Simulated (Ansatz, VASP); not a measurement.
Rh: VASP beside Ansatz

```
Rh
1.0
     0.00000    1.91414    1.91414
     1.91414    0.00000    1.91414
     1.91414    1.91414    0.00000
Rh
1
Direct
  0.00000 0.00000 0.00000
```

Change from the starting cell: volume scaled by 1.02, crystal datasets.

Alike in both runs: task electric field gradients; functional PBE; k mesh 16 × 16 × 16; occupations fermi-dirac, width 0.08 eV; no spin polarisation.

```csv
,VASP,Ansatz
version,VASP 6.6.1,Ansatz 0.2.0
potentials or method,"VASP PAW PBE potentials, release 64 (Rh_pv), cutoff 520 eV","all-electron PAW with datasets made for the crystal, scalar-relativistic"
```

|  | VASP | Ansatz | Ansatz less VASP |
| --- | --- | --- | --- |
| pressure (GPa) | 0.7 | 0.6 | -0.07 |
| Vzz of the field gradient on the site that differs most (V/Å²) | 0.0 | 0.0 | 0.00 |

Ansatz ran all-electron here, so the differences hold the error of VASP's frozen core and of both bases. Ansatz warned: «gradients_without_spin_orbit».
